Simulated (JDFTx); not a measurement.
# SnO2 (R-3m) in JDFTx: equation of state

Aim: energy against volume of SnO2 in PBEsol, for its equilibrium volume and stiffness.

All numbers are computed with JDFTx 1.7.0 (patched build); they aren't measurements. Logs are shortened: lines on timing, memory, paths and dates and some standing lists are left out, and cuts for length are marked. The log counts tension as positive stress, the text compression.

### Step 1. The structure

It takes space group R-3m (No. 166, trigonal). Conventional cell: a = 3.234 Å, b = 3.234 Å, c = 14.402 Å, α = 90.00°, β = 90.00°, γ = 120.00°. Around Sn (site symmetry -3m) lie 6 O at 2.13 Å. O (site symmetry 3m) has 3 Sn at 2.13 Å as nearest neighbours.

Measurements of this composition are mostly on another form, of space group No. 136.

### Step 2. Equation of state, PBEsol, 13.63 Å³/atom (volume scaled by 0.94)

File SnO2.in:

```
lattice \
    2.9934809745    -2.9934809745     0.0000000000 \
    1.7282870465     1.7282870465    -3.4565740930 \
    8.8866143742     8.8866143742     8.8866143742
coords-type Lattice
ion Sn     0.5000000000     0.5000000000     0.5000000000 1
ion O      0.7628300000     0.7628300000     0.7628300000 1
ion O      0.2371700000     0.2371700000     0.2371700000 1

ion-species pseudo/Sn.upf
ion-species pseudo/O.upf
elec-cutoff 42 336
elec-ex-corr gga-PBEsol
kpoint-folding 10 10 10
elec-smearing Fermi 0.0018374661
elec-n-bands 19
electronic-SCF nIterations 100 energyDiffThreshold 1e-09
electronic-minimize nIterations 30 energyDiffThreshold 1e-7
forces-output-coords Cartesian

dump-name run.$VAR
dump End Ecomponents EigStats BandEigs Kpoints Forces Stress
```

Potentials or basis: PseudoDojo-SR-PBEsol-0.4.1-standard with smoothed tails.

The run is started by

```console
> jdftx -c 1 -i SnO2.in -o SnO2.out
```

Standard output:

```text
*************** JDFTx 1.7.0 (patched build) ***************

Input parsed successfully to the following command list (including defaults):
[... the input with its defaults ...]

---------- Setting up symmetries ----------

Non-trivial transmission matrix:
[   1   0   0  ]
[  -1   1   0  ]
[   0  -1   1  ]
with reduced lattice vectors:
[      5.986962     -2.993481      0.000000  ]
[      0.000000      5.184861     -3.456574  ]
[      0.000000      0.000000      8.886614  ]

Found 12 point-group symmetries of the bravais lattice
Found 12 space-group symmetries with basis
Applied RMS atom displacement 0 bohrs to make symmetries exact.

---------- Initializing the Grid ----------
R =
[      2.99348     -2.99348            0  ]
[      1.72829      1.72829     -3.45657  ]
[      8.88661      8.88661      8.88661  ]
unit cell volume = 275.854
G =
[    1.04948   0.605916    0.23568  ]
[   -1.04948   0.605916    0.23568  ]
[ -1.91733e-17   -1.21183    0.23568  ]
Minimum fftbox size, Smin = [  80  80  80  ]
Chosen fftbox size, S = [  80  80  80  ]

---------- Initializing tighter grid for wavefunction operations ----------
R =
[      2.99348     -2.99348            0  ]
[      1.72829      1.72829     -3.45657  ]
[      8.88661      8.88661      8.88661  ]
unit cell volume = 275.854
G =
[    1.04948   0.605916    0.23568  ]
[   -1.04948   0.605916    0.23568  ]
[ -1.91733e-17   -1.21183    0.23568  ]
Minimum fftbox size, Smin = [  56  56  56  ]
Chosen fftbox size, S = [  56  56  56  ]

---------- Exchange Correlation functional ----------
Initalized PBEsol GGA exchange.
Initalized PBEsol GGA correlation.

---------- Setting up pseudopotentials ----------
Width of ionic core gaussian charges (only for fluid interactions / plotting) set to 0

Reading pseudopotential file 'pseudo/Sn.upf':
  'Sn' pseudopotential, 'PBESOL' functional
  Generated using ONCVPSP code by D. R. Hamann
  14 valence electrons, 3 orbitals, 6 projectors, 1001 radial grid points, with lMax = 2
    4D    l: 2   occupation: 10.0   eigenvalue: -0.947846
    5S    l: 0   occupation:  2.0   eigenvalue: -0.389375
    5P    l: 1   occupation:  2.0   eigenvalue: -0.136297
  Core radius for overlap checks: 2.33 bohrs.

Reading pseudopotential file 'pseudo/O.upf':
  'O' pseudopotential, 'PBESOL' functional
  Generated using ONCVPSP code by D. R. Hamann
  6 valence electrons, 2 orbitals, 5 projectors, 936 radial grid points, with lMax = 2
    2S    l: 0   occupation:  2.0   eigenvalue: -0.874950
    2P    l: 1   occupation:  4.0   eigenvalue: -0.329796
  Core radius for overlap checks: 1.39 bohrs.

Initialized 2 species with 3 total atoms.

Folded 1 k-points by 10x10x10 to 1000 k-points.

---------- Setting up k-points, bands, fillings ----------
Reduced to 116 k-points under symmetry.
Computing the number of bands and number of electrons
Calculating initial fillings.
nElectrons:  26.000000   nBands: 19   nStates: 116

----- Setting up reduced wavefunction bases (one per k-point) -----
average nbasis = 3586.069 , ideal nbasis = 3586.311

---------- Setting up ewald sum ----------
Optimum gaussian width for ewald sums = 2.314154 bohr.
Real space sum over 2197 unit cells with max indices [  6  6  6  ]
Reciprocal space sum over 4913 terms with max indices [  8  8  8  ]

---------- Allocating electronic variables ----------
Initializing wave functions:  linear combination of atomic orbitals
Note: number of bands (19) exceeds available atomic orbitals (17)
Sn pseudo-atom occupations:   s ( 2 )  p ( 2 )  d ( 10 )
O pseudo-atom occupations:   s ( 2 )  p ( 4 )
	FillingsUpdate:  mu: +0.478268415  nElectrons: 26.000000
LCAOMinimize: Iter:   0  F: -99.3198581646925192  |grad|_K:  4.703e-03  alpha:  1.000e+00
	FillingsUpdate:  mu: +0.337615827  nElectrons: 26.000000
LCAOMinimize: Iter:   1  F: -99.5371442463161884  |grad|_K:  3.831e-04  alpha:  4.063e-01  linmin: -3.040e-01  cgtest:  8.406e-01
LCAOMinimize: Encountered beta<0, resetting CG.
[... 9 lines of inner loops ...]
	FillingsUpdate:  mu: +0.329963833  nElectrons: 26.000000
LCAOMinimize: Iter:   6  F: -99.5386670789918213  |grad|_K:  7.720e-09  alpha:  8.956e-01  linmin: -4.413e-03  cgtest:  3.346e-02
LCAOMinimize: Encountered beta<0, resetting CG.
LCAOMinimize: Converged (|Delta F|<1.000000e-06 for 2 iters).

-------- Electronic minimization -----------
Will mix electronic density at each iteration.
	FillingsUpdate:  mu: +0.329963833  nElectrons: 26.000000
	FillingsUpdate:  mu: +0.313459444  nElectrons: 26.000000
SCF: Cycle:  0   F: -99.635891277200486   dF: -9.722e-02   |Residual|: 2.238e-01   |deigs|: 9.718e-02
	FillingsUpdate:  mu: +0.290674602  nElectrons: 26.000000
SCF: Cycle:  1   F: -99.684150143768761   dF: -4.826e-02   |Residual|: 5.534e-02   |deigs|: 2.267e-02
	FillingsUpdate:  mu: +0.296477200  nElectrons: 26.000000
SCF: Cycle:  2   F: -99.686895927076449   dF: -2.746e-03   |Residual|: 2.541e-02   |deigs|: 5.714e-03
	FillingsUpdate:  mu: +0.300000000  nElectrons: 26.000000
SCF: Cycle:  3   F: -99.687803182680085   dF: -9.073e-04   |Residual|: 7.435e-03   |deigs|: 5.016e-03
	FillingsUpdate:  mu: +0.300000000  nElectrons: 26.000000
SCF: Cycle:  4   F: -99.687858166103240   dF: -5.498e-05   |Residual|: 2.720e-03   |deigs|: 2.042e-03
	FillingsUpdate:  mu: +0.300000000  nElectrons: 26.000000
SCF: Cycle:  5   F: -99.687864154352368   dF: -5.988e-06   |Residual|: 1.349e-03   |deigs|: 8.537e-04
	FillingsUpdate:  mu: +0.300000000  nElectrons: 26.000000
SCF: Cycle:  6   F: -99.687866510915498   dF: -2.357e-06   |Residual|: 2.067e-04   |deigs|: 2.987e-04
	FillingsUpdate:  mu: +0.300000000  nElectrons: 26.000000
SCF: Cycle:  7   F: -99.687866626466800   dF: -1.156e-07   |Residual|: 5.203e-05   |deigs|: 3.181e-05
	FillingsUpdate:  mu: +0.300000000  nElectrons: 26.000000
SCF: Cycle:  8   F: -99.687866645718586   dF: -1.925e-08   |Residual|: 2.310e-05   |deigs|: 1.307e-05
	FillingsUpdate:  mu: +0.300000000  nElectrons: 26.000000
SCF: Cycle:  9   F: -99.687866650299128   dF: -4.581e-09   |Residual|: 1.233e-05   |deigs|: 9.133e-06
	FillingsUpdate:  mu: +0.300000000  nElectrons: 26.000000
SCF: Cycle: 10   F: -99.687866651501778   dF: -1.203e-09   |Residual|: 3.054e-06   |deigs|: 6.024e-06
	FillingsUpdate:  mu: +0.300000000  nElectrons: 26.000000
SCF: Cycle: 11   F: -99.687866651828017   dF: -3.262e-10   |Residual|: 1.123e-06   |deigs|: 6.251e-06
	FillingsUpdate:  mu: +0.300000000  nElectrons: 26.000000
SCF: Cycle: 12   F: -99.687866651918242   dF: -9.022e-11   |Residual|: 3.427e-07   |deigs|: 4.590e-06
SCF: Converged (|Delta E|<1.000000e-09 for 2 iters).

Setting wave functions to eigenvectors of Hamiltonian

# Stress tensor in Cartesian coordinates [Eh/a0^3]:
[ -0.000243223            0            0  ]
[            0 -0.000243223            0  ]
[            0            0 -8.04115e-05  ]

# Ionic positions in lattice coordinates:
ion Sn   0.500000000000000   0.500000000000000   0.500000000000000 1
ion O   0.762830000000000   0.762830000000000   0.762830000000000 1
ion O   0.237170000000000   0.237170000000000   0.237170000000000 1

# Forces in Cartesian coordinates:
force Sn   0.000000000000000  -0.000000000000000   0.000000000000000 1
force O   0.000000000000001   0.000000000000001  -0.007336816897546 1
force O  -0.000000000000002  -0.000000000000001   0.007336816897546 1

# Energy components:
   Eewald =      -66.6456006256786111
       EH =       32.6978174447128822
     Eloc =      -89.3775301133749736
      Enl =      -27.7766988098645733
      Exc =      -30.1806965386572479
 Exc_core =       11.9157911989422978
       KE =       69.6790507920028404
-------------------------------------
     Etot =      -99.6878666519174033
       TS =        0.0000000000008448
-------------------------------------
        F =      -99.6878666519182417

IonicMinimize: Iter:   0  F: -99.687866651918242  |grad|_K:  3.459e-03
IonicMinimize: None of the convergence criteria satisfied after 0 iterations.

#--- Lowdin population analysis ---
# oxidation-state Sn +1.648
# oxidation-state O -0.760 -0.760

Dumping 'run.eigStats' ...
	eMin: -0.502952 at state 5 ( [ +0.000000 +0.000000 +0.500000 ] spin 0 )
	HOMO: +0.257078 at state 21 ( [ +0.000000 +0.200000 -0.200000 ] spin 0 )
	mu  : +0.300000
	LUMO: +0.339531 at state 0 ( [ +0.000000 +0.000000 +0.000000 ] spin 0 )
	eMax: +0.901683 at state 31 ( [ +0.100000 +0.100000 +0.100000 ] spin 0 )
	HOMO-LUMO gap: +0.082453
	Optical gap  : +0.088012 at state 0 ( [ +0.000000 +0.000000 +0.000000 ] spin 0 )
Done!
[note: mu as printed may lie anywhere between the filled and the empty levels]
```

Run time: 11 min. Hardware: 1 thread of Intel Xeon Platinum 8259CL at 2.50GHz (Skylake/Cascade Lake), shared host; peak memory 0.47 GiB.

Results:

* Free energy: -2712.6450 eV
* Pressure: 5.6 GPa
* Largest force: 0.377 eV/Å
* Band gap on the k mesh: 2.24 eV, indirect (least direct gap 2.39 eV)
* Loewdin charges: Sn +1.65; O -0.76 e

Caveat: spin-orbit coupling is left out, which moves the levels of the heavy elements.

### Step 3. Equation of state, PBEsol, 13.92 Å³/atom (volume scaled by 0.96)

Changes to SnO2.in since step 2:

```diff
@@ -1,5 +1,5 @@
 lattice \
-    2.9934809745    -2.9934809745     0.0000000000 \
-    1.7282870465     1.7282870465    -3.4565740930 \
-    8.8866143742     8.8866143742     8.8866143742
+    3.0145625209    -3.0145625209     0.0000000000 \
+    1.7404584830     1.7404584830    -3.4809169661 \
+    8.9491982274     8.9491982274     8.9491982274
 coords-type Lattice
@@ -21,2 +21,2 @@
 dump-name run.$VAR
-dump End Ecomponents EigStats BandEigs Kpoints Forces Stress
+dump End Ecomponents EigStats BandEigs Kpoints Forces Stress ElecDensity Dtot KEdensity
```

Potentials or basis: PseudoDojo-SR-PBEsol-0.4.1-standard with smoothed tails.

The run is started by

```console
> jdftx -c 1 -i SnO2.in -o SnO2.out
```

It took 14 min on 1 thread of Intel Xeon Platinum 8259CL at 2.50GHz (Skylake/Cascade Lake), shared host; peak memory 0.5 GiB.

Results (log left out):

| Property | Result |
| --- | --- |
| Free energy | -2712.6654 eV |
| Pressure | 1.9 GPa |
| Largest force | 0.121 eV/Å |
| Band gap on the k mesh | 2.10 eV, indirect (least direct gap 2.23 eV) |
| Loewdin charges | Sn +1.63; O -0.75 e |

Caveat: spin-orbit coupling is left out, which moves the levels of the heavy elements.

(Part 1 of 2 ends here.)
